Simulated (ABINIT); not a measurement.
Here is an ABINIT 10.8.3 (patched build) calculation.

File run.abi:

```
pp_dirpath "./"
pseudos "52_Te_16_2.3_2.3_pbe_n_v1.0.psp8, 50_Sn_14_2.5_3.0_pbe_n_v1.0.psp8"

acell 3*1.0
rprim
     0.0000000000     5.9542435598     5.9542435598
     5.9542435598     0.0000000000     5.9542435598
     5.9542435598     5.9542435598     0.0000000000
ntypat 2
znucl 52 50
natom 2
typat 1 2
xred
     0.5000000000     0.5000000000     0.5000000000
     0.0000000000     0.0000000000     0.0000000000

ecut 26.0

kptopt 1
ngkpt 5 5 5
nshiftk 1
shiftk 0.0 0.0 0.0

ixc 11

nband 19
occopt 3
tsmear 0.05 eV

nstep 100
tolvrs 1.0e-10

iomode 3
prtwf 0
prtden 0
prteig 0
prtebands 0
```

Potentials or basis: SPMS NC PBE v1.0.

Launch:

```bash
$ abinit run.abi > log 2>&1
```

(1) What does it give for the pressure?

Results:

(1) 2.3 GPa.
